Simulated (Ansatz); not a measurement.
**Swapping elements in the structure of N**

The calculation used DFT PBE+D3(BJ), scalar-relativistic, plane waves, PAW (Ansatz 0.2.0). Settings: 420 eV cutoff, 9×9×4 k-mesh, Gaussian smearing of 0.02 eV, no spin polarisation.

The relaxed crystal:

```xyz
4
Lattice="3.8166 0.0000 0.0000 -1.9083 3.3052 0.0000 0.0000 0.0000 7.4145" Properties=species:S:1:pos:R:3 pbc="T T T"
N     0.0000    2.2035    2.4047
N     0.0000    2.2035    1.3025
N     1.9083    1.1017    6.1119
N     1.9083    1.1017    5.0098
```

Each substitution replaces an element on all its sites; cell and atoms are then relaxed within the symmetry of the start. The crystals needn't be the stable forms of their compositions. Lengths are those of the primitive cell. Mesh and smearing follow each crystal's size and gap, and all runs are without spin polarisation.

Problem. Give the relaxed structure after N→C.

Solution.
```xyz
4
Lattice="2.5012 0.0000 0.0000 -1.2506 2.1661 0.0000 0.0000 0.0000 4.1634" Properties=species:S:1:pos:R:3 pbc="T T T"
C     0.0000    1.4441    1.8204
C     0.0000    1.4441    0.2613
C     1.2506    0.7220    3.9021
C     1.2506    0.7220    2.3430
```
It takes space group P6_3/mmc (No. 194, hexagonal). Conventional cell: a = 2.501 Å, b = 2.501 Å, c = 4.163 Å, α = 90.00°, β = 90.00°, γ = 120.00°. C (site symmetry 3m) is surrounded by 4 C at 1.54 to 1.56 Å.

Problem. Give the relaxed structure after N→As.

Solution.
```xyz
4
Lattice="3.5673 0.0000 0.0000 -1.7836 3.0894 0.0000 0.0000 0.0000 10.3786" Properties=species:S:1:pos:R:3 pbc="T T T"
As    0.0000    2.0596    4.4899
As    0.0000    2.0596    0.6994
As    1.7836    1.0298    9.6792
As    1.7836    1.0298    5.8887
```
The structure is hexagonal, space group P6_3/mmc (No. 194). Conventional cell: a = 3.567 Å, b = 3.567 Å, c = 10.379 Å, α = 90.00°, β = 90.00°, γ = 120.00°. As (site symmetry 3m) has 3 As at 2.49 Å as nearest neighbours.